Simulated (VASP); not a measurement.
# SrO (Fm-3m) in VASP: band structure with PBE

Aim: the band structure of SrO with PBE.

Everything below comes from runs of VASP 6.6.1. Logs are shortened: lines on timing, memory, paths and dates and some standing lists are left out, and cuts for length are marked.

## Step 1: The crystal as given

The structure is cubic, space group Fm-3m (No. 225). Conventional cell: a = 5.130 Å, b = 5.130 Å, c = 5.130 Å, α = 90.00°, β = 90.00°, γ = 90.00°. Around Sr (site symmetry m-3m) lie 6 O at 2.56 Å. O (site symmetry m-3m) has 6 Sr at 2.56 Å as nearest neighbours.

The cell was built by a generator and needn't be a form met in nature.

## Step 2: Band structure, PBE

INCAR

```
PREC = Accurate
ENCUT = 520
EDIFF = 1E-7
ISMEAR = 0
SIGMA = 0.02
LREAL = False
LASPH = True
NELM = 100
ALGO = Fast
ISIF = 2
LWAVE = False
LCHARG = False
GGA = PE
NBANDS = 15
```

KPOINTS

```
regular mesh
0
Gamma
  10 10 10
```

POSCAR

```
SrO
1.0
    0.0000000000      2.5650000000      2.5650000000
    2.5650000000      0.0000000000      2.5650000000
    2.5650000000      2.5650000000      0.0000000000
Sr O
1 1
Direct
    0.0000000000      0.0000000000      0.0000000000
    0.5000000000      0.5000000000      0.5000000000
```

KPOINTS_OPT

```
path GXWKGLUWLK,UX
20
line-mode
reciprocal
 0.0000000000  0.0000000000  0.0000000000  G
 0.5000000000  0.0000000000  0.5000000000  X

 0.5000000000  0.0000000000  0.5000000000  X
 0.5000000000  0.2500000000  0.7500000000  W

 0.5000000000  0.2500000000  0.7500000000  W
 0.3750000000  0.3750000000  0.7500000000  K

 0.3750000000  0.3750000000  0.7500000000  K
 0.0000000000  0.0000000000  0.0000000000  G

 0.0000000000  0.0000000000  0.0000000000  G
 0.5000000000  0.5000000000  0.5000000000  L

 0.5000000000  0.5000000000  0.5000000000  L
 0.6250000000  0.2500000000  0.6250000000  U

 0.6250000000  0.2500000000  0.6250000000  U
 0.5000000000  0.2500000000  0.7500000000  W

 0.5000000000  0.2500000000  0.7500000000  W
 0.5000000000  0.5000000000  0.5000000000  L

 0.5000000000  0.5000000000  0.5000000000  L
 0.3750000000  0.3750000000  0.7500000000  K

 0.6250000000  0.2500000000  0.6250000000  U
 0.5000000000  0.0000000000  0.5000000000  X
```

Potentials or basis: VASP PAW PBE potentials, release 64 (Sr_sv, O).

Command:

```
$ cat potpaw_PBE.64/Sr_sv/POTCAR potpaw_PBE.64/O/POTCAR > POTCAR
$ mpirun -np 1 vasp_std > vasp.out
```

OUTCAR:

```text
PREC = Accurate
   ENCUT = 520
   EDIFF = 1E-7
   ISMEAR = 0
   LREAL = False
   LASPH = True
   NELM = 100
   ISIF = 2
   GGA = PE

 ion  position               nearest neighbor table
   1  0.000  0.000  0.000-   2 2.56   2 2.56   2 2.56   2 2.56   2 2.56   2 2.56
   2  0.500  0.500  0.500-   1 2.56   1 2.56   1 2.56   1 2.56   1 2.56   1 2.56

  LATTYP: Found a face centered cubic cell.
 ALAT       =     5.1300000000

  Lattice vectors:

 A1 = (   0.0000000000,   2.5650000000,   2.5650000000)
 A2 = (   2.5650000000,   0.0000000000,   2.5650000000)
 A3 = (   2.5650000000,   2.5650000000,   0.0000000000)

Analysis of symmetry for initial positions (statically):
=====================================================================
 Subroutine PRICEL returns:
 Original cell was already a primitive cell.

 Routine SETGRP: Setting up the symmetry group for a
 face centered cubic supercell.

 Subroutine GETGRP returns: Found 48 space group operations
 (whereof 48 operations were pure point group operations)
 out of a pool of 48 trial point group operations.

The static configuration has the point symmetry O_h .

Analysis of symmetry for dynamics (positions and initial velocities):
=====================================================================
 Subroutine PRICEL returns:
 Original cell was already a primitive cell.

 Routine SETGRP: Setting up the symmetry group for a
 face centered cubic supercell.

 Subroutine GETGRP returns: Found 48 space group operations
 (whereof 48 operations were pure point group operations)
 out of a pool of 48 trial point group operations.

The dynamic configuration has the point symmetry O_h .

 Subroutine INISYM returns: Found 48 space group operations
 (whereof 48 operations are pure point group operations),
 and found     1 'primitive' translations

----------------------------------------------------------------------------------------

                                     Primitive cell

  volume of cell :      33.7514

  direct lattice vectors                    reciprocal lattice vectors
     0.000000000  2.565000000  2.565000000    -0.194931774  0.194931774  0.194931774
     2.565000000  0.000000000  2.565000000     0.194931774 -0.194931774  0.194931774
     2.565000000  2.565000000  0.000000000     0.194931774  0.194931774 -0.194931774

  length of vectors
     3.627457787  3.627457787  3.627457787     0.337631736  0.337631736  0.337631736

  position of ions in fractional coordinates (direct lattice)
     0.000000000  0.000000000  0.000000000
     0.500000000  0.500000000  0.500000000

  ion indices of the primitive-cell ions
   primitive index   ion index
                 1           1
                 2           2

----------------------------------------------------------------------------------------

 KPOINTS: regular mesh

Automatic generation of k-mesh.
 Grid dimensions read from file:
 generate k-points for:   10   10   10

 Generating k-lattice:

  Cartesian coordinates                     Fractional coordinates (reciprocal lattice)
    -0.019493177  0.019493177  0.019493177     0.100000000  0.000000000  0.000000000
     0.019493177 -0.019493177  0.019493177     0.000000000  0.100000000  0.000000000
     0.019493177  0.019493177 -0.019493177     0.000000000  0.000000000  0.100000000

  Length of vectors
     0.033763174  0.033763174  0.033763174

  Shift w.r.t. Gamma in fractional coordinates (k-lattice)
     0.000000000  0.000000000  0.000000000

 Subroutine IBZKPT returns following result:
 ===========================================

 Found     47 irreducible k-points:

 Following reciprocal coordinates:
            Coordinates               Weight
  0.000000  0.000000  0.000000      1.000000
  0.100000  0.000000  0.000000      8.000000
  0.200000  0.000000  0.000000      8.000000
  0.300000  0.000000  0.000000      8.000000
  0.400000  0.000000  0.000000      8.000000
  0.500000  0.000000  0.000000      4.000000
[... 16 lines left out ...]
  0.300000  0.300000  0.000000      6.000000
  0.400000  0.300000  0.000000     24.000000
 [... further k-points ...]
   k-points           NKPTS =     47   k-points in BZ     NKDIM =     47   number of bands    NBANDS=     15
   number of dos      NEDOS =    301   number of ions     NIONS =      2
   total plane-waves  NPLWV =  21952
   dimension x,y,z NGX =    28 NGY =   28 NGZ =   28
   dimension x,y,z NGXF=    56 NGYF=   56 NGZF=   56
   ions per type =               1   1
   NGX,Y,Z   is equivalent  to a cutoff of  12.83, 12.83, 12.83 a.u.
   NGXF,Y,Z  is equivalent  to a cutoff of  25.66, 25.66, 25.66 a.u.
 SYSTEM =  unknown system
   PREC   = accura    normal or accurate (medium, high low for compatibility)
   ISTART =      0    job   : 0-new  1-cont  2-samecut
   ICHARG =      2    charge: 1-file 2-atom 10-const
   ISPIN  =      1    spin polarized calculation?
   LNONCOLLINEAR =      F non collinear calculations
   LSORBIT =      F    spin-orbit coupling
   LASPH  =      T    aspherical Exc in radial PAW
   ENCUT  =  520.0 eV  38.22 Ry    6.18 a.u.   6.74  6.74  6.74*2*pi/ulx,y,z
   NELM   =    100;   NELMIN=  2; NELMDL= -5     # of ELM steps
   EDIFF  = 0.1E-06   stopping-criterion for ELM
   LREAL  =      F    real-space projection
   EDIFFG = 0.1E-05   stopping-criterion for IOM
   NSW    =      0    number of steps for IOM
   IBRION =     -1    ionic relax: 0-MD 1-quasi-New 2-CG
   NFREE  =      0    steps in history (QN), initial steepest desc. (CG)
   ISIF   =      2    stress and relaxation
   ISYM   =      2    0-nonsym 1-usesym 2-fastsym
   POTIM  = 0.5000    time-step for ionic-motion
   TEBEG  =    0.0;   TEEND  =   0.0 temperature during run
   PSTRESS=    0.0 pullay stress
   NELECT =      16.0000    total number of electrons
   NUPDOWN=      -1.0000    fix difference up-down
   EMIN   =  10.00;   EMAX   =-10.00  energy-range for DOS
   EFERMI =   0.00;   METHOD = LEGACY
   ISMEAR =     0;   SIGMA  =   0.02  broadening in eV -4-tet -1-fermi 0-gaus
   EFERMI_NEDOS =   21; number of points for ismear=-14 and -15
   IALGO  =     68    algorithm
   IMIX   =      4    mixing-type and parameters
     AMIX     =   0.40;   BMIX     =  1.00
     AMIX_MAG =   1.60;   BMIX_MAG =  1.00
  volume/ion in A,a.u.               =      16.88       113.88
  Fermi-wavevector in a.u.,A,eV,Ry     =   1.276490  2.412217 22.169701  1.629427
  Thomas-Fermi vector in A             =   2.409143
   LORBIT       =      0    0 simple, 1 ext, 2 COOP (PROOUT), +10 PAW based schemes
   GGA     = PE    functional components
   LHFCALC =     F    Hartree Fock is set to
   AEXX    =    0.0000 exact exchange contribution
   IVDW    =     0    specifies the selected vdW correction
   LEPSILON=     F    determine dielectric tensor
   LRPA    =     F    only Hartree local field effects (RPA)
 non-spin polarized calculation
 RMM-DIIS sequential band-by-band and
 Gauss-broadening in eV      SIGMA  =   0.02
  energy-cutoff  :      520.00
  volume of cell :       33.75
 maximum number of plane-waves:       934
   NGX = 13   NGY = 13   NGZ = 13

 number of electron      15.9999996 magnetization

 Free energy of the ion-electron system (eV)
  ---------------------------------------------------
  ext. energy  EPLUGINS =         0.00000000
  ---------------------------------------------------
  free energy    TOTEN  =       -12.03570184 eV

  energy without entropy =      -12.03570184  energy(sigma->0) =      -12.03570184

 E-fermi :   1.7772     XC(G=0): -10.0595

 val. band max:        1.6967611264   @ k =   0.0000   0.0000   0.0000
 cond. band min:       4.9573763004   @ k =   0.5000   0.5000   0.0000
 fundamental gap:      3.2606151740
 Fermi energy:         1.7771765717

 k-point     1 :       0.0000    0.0000    0.0000
  band No.  band energies     occupation
      1     -30.6679      2.00000
      2     -13.4022      2.00000
      3     -12.2984      2.00000
      4     -12.2984      2.00000
      5     -12.2984      2.00000
      6       1.6968      2.00000
      7       1.6968      2.00000
      8       1.6968      2.00000
      9       5.7304      0.00000
     10       7.9228      0.00000
     11       7.9228      0.00000
     12       7.9228      0.00000
     13      10.1057      0.00000
     14      10.1057      0.00000
     15      14.4433      0.00000

 k-point     2 :       0.1000    0.0000    0.0000
  band No.  band energies     occupation
      1     -30.6546      2.00000
      2     -13.6593      2.00000
      3     -12.3065      2.00000
      4     -12.3065      2.00000
      5     -12.0744      2.00000
      6       1.3893      2.00000
      7       1.5649      2.00000
      8       1.5649      2.00000
      9       6.1960      0.00000
     10       7.8143      0.00000
     11       8.1215      0.00000
     12       8.1215      0.00000
     13      10.3743      0.00000
     14      10.3743      0.00000
     15      15.1053      0.00000

 k-point     3 :       0.2000    0.0000    0.0000
  band No.  band energies     occupation
      1     -30.6193      2.00000
      2     -14.1229      2.00000
      3     -12.3275      2.00000
      4     -12.3275      2.00000
      5     -11.6968      2.00000
      6       0.7455      2.00000
      7       1.2467      2.00000
      8       1.2467      2.00000
      9       7.2870      0.00000
     10       7.7163      0.00000
     11       8.6832      0.00000
     12       8.6832      0.00000
     13      11.0859      0.00000
     14      11.0859      0.00000
     15      16.6815      0.00000

 k-point     4 :       0.3000    0.0000    0.0000
  band No.  band energies     occupation
      1     -30.5752      2.00000
      2     -14.5474      2.00000
      3     -12.3531      2.00000
      4     -12.3531      2.00000
      5     -11.3789      2.00000
      6       0.1118      2.00000
      7       0.8960      2.00000
      8       0.8960      2.00000
      9       7.8199      0.00000
     10       8.6205      0.00000
     11       9.4856      0.00000
     12       9.4856      0.00000
     13      12.0470      0.00000
     14      12.0470      0.00000
     15      17.7727      0.00000
[... 307 lines left out ...]
 k-point    22 :      -0.2000    0.2000    0.0000
  band No.  band energies     occupation
      1     -30.5606      2.00000
      2     -14.4796      2.00000
      3     -12.5928      2.00000
      4     -12.3351      2.00000
      5     -11.4101      2.00000
      6       0.0981      2.00000
      7       0.7347      2.00000
      8       1.3554      2.00000
      9       7.5601      0.00000
     10       8.3869      0.00000
     11       9.2926      0.00000
     12      10.2116      0.00000
     13      12.2990      0.00000
     14      12.5075      0.00000
     15      17.7913      0.00000

 k-point    23 :       0.3000    0.3000    0.0000
  band No.  band energies     occupation
      1     -30.5470      2.00000
      2     -14.1485      2.00000
      3     -12.5452      2.00000
      4     -12.5452      2.00000
      5     -11.9631      2.00000
      6       0.4356      2.00000
      7       1.5548      2.00000
      8       1.5548      2.00000
      9       5.6926      0.00000
     10       8.2411      0.00000
     11      10.9725      0.00000
     12      10.9725      0.00000
     13      11.1784      0.00000
     14      12.3342      0.00000
     15      19.4339      0.00000

 k-point    24 :       0.4000    0.3000    0.0000
  band No.  band energies     occupation
      1     -30.5194      2.00000
      2     -14.1558      2.00000
      3     -12.6541      2.00000
      4     -12.5819      2.00000
      5     -12.0824      2.00000
      6       0.6352      2.00000
      7       1.3896      2.00000
      8       1.4658      2.00000
      9       5.6412      0.00000
     10       8.9333      0.00000
     11      11.2508      0.00000
     12      11.4303      0.00000
     13      11.9000      0.00000
     14      12.7910      0.00000
     15      17.2817      0.00000

 [... further k-points ...]

------------------------ aborting loop because EDIFF is reached ----------------------------------------

  FORCE on cell =-STRESS in cart. coord.  units (eV):
  Direction    XX          YY          ZZ          XY          YZ          ZX
  --------------------------------------------------------------------------------------
  -------------------------------------------------------------------------------------
  Total        0.8588169      0.8588169      0.8588169     -0.0000000     -0.0000000     -0.0000000
  in kB       40.7679689     40.7679689     40.7679689     -0.0000000     -0.0000000     -0.0000000
  external PRESSURE =      40.7679689 kB  Pullay stress =       0.0000000 kB

 VOLUME and BASIS-vectors are now :
 -----------------------------------------------------------------------------
  energy-cutoff  :      520.00
  volume of cell :       33.75
      direct lattice vectors                 reciprocal lattice vectors
     0.000000000  2.565000000  2.565000000    -0.194931774  0.194931774  0.194931774
     2.565000000  0.000000000  2.565000000     0.194931774 -0.194931774  0.194931774
     2.565000000  2.565000000  0.000000000     0.194931774  0.194931774 -0.194931774

 POSITION                                       TOTAL-FORCE (eV/Angst)
 -----------------------------------------------------------------------------------
      0.00000      0.00000      0.00000        -0.000000     -0.000000     -0.000000
      2.56500      2.56500      2.56500         0.000000      0.000000      0.000000
 -----------------------------------------------------------------------------------
    total drift:                                0.000000      0.000000      0.000000

  FREE ENERGIE OF THE ION-ELECTRON SYSTEM (eV)
  ---------------------------------------------------
  free  energy   TOTEN  =       -12.0357018391 eV

  energy  without entropy=      -12.0357018391  energy(sigma->0) =      -12.03570184
```

It took 71 s on 1 thread of AMD EPYC 7R43 (Zen 3), shared host; peak memory 0.16 GiB.

What came out:

* Free energy: -12.0357 eV
* Pressure: 4.1 GPa
* Band gap on the k mesh: 3.26 eV, indirect (least direct gap 3.34 eV)
* Band gap along the path: 3.26 eV, indirect (least direct gap 3.34 eV)

Levels at the corners of the path, in eV from the valence-band top:
```tsv
point	band 4	band 5	band 6	band 7	band 8	band 9	band 10	band 11	band 12	band 13
Γ	-14.00	-14.00	0.00	0.00	0.00	4.03	6.23	6.23	6.23	8.41
X	-14.37	-14.37	-0.42	-0.08	-0.08	3.26	7.86	10.22	10.45	11.15
X	-14.37	-14.37	-0.42	-0.08	-0.08	3.26	7.86	10.22	10.45	11.15
W	-14.68	-13.42	-1.14	-0.43	-0.43	6.04	6.04	8.67	11.17	11.40
W	-14.68	-13.42	-1.14	-0.43	-0.43	6.04	6.04	8.67	11.17	11.40
K	-14.27	-13.59	-0.96	-0.58	-0.47	4.79	7.95	8.79	10.20	11.05
K	-14.27	-13.59	-0.96	-0.58	-0.47	4.79	7.95	8.79	10.20	11.05
Γ	-14.00	-14.00	0.00	0.00	0.00	4.03	6.23	6.23	6.23	8.41
Γ	-14.00	-14.00	0.00	0.00	0.00	4.03	6.23	6.23	6.23	8.41
L	-14.08	-12.80	-2.18	-1.15	-1.15	6.58	8.51	8.89	8.89	11.98
L	-14.08	-12.80	-2.18	-1.15	-1.15	6.58	8.51	8.89	8.89	11.98
U	-14.27	-13.59	-0.96	-0.58	-0.47	4.79	7.95	8.79	10.20	11.05
U	-14.27	-13.59	-0.96	-0.58	-0.47	4.79	7.95	8.79	10.20	11.05
W	-14.68	-13.42	-1.14	-0.43	-0.43	6.04	6.04	8.67	11.17	11.40
W	-14.68	-13.42	-1.14	-0.43	-0.43	6.04	6.04	8.67	11.17	11.40
L	-14.08	-12.80	-2.18	-1.15	-1.15	6.58	8.51	8.89	8.89	11.98
L	-14.08	-12.80	-2.18	-1.15	-1.15	6.58	8.51	8.89	8.89	11.98
K	-14.27	-13.59	-0.96	-0.58	-0.47	4.79	7.95	8.79	10.20	11.05
U	-14.27	-13.59	-0.96	-0.58	-0.47	4.79	7.95	8.79	10.20	11.05
X	-14.37	-14.37	-0.42	-0.08	-0.08	3.26	7.86	10.22	10.45	11.15
```
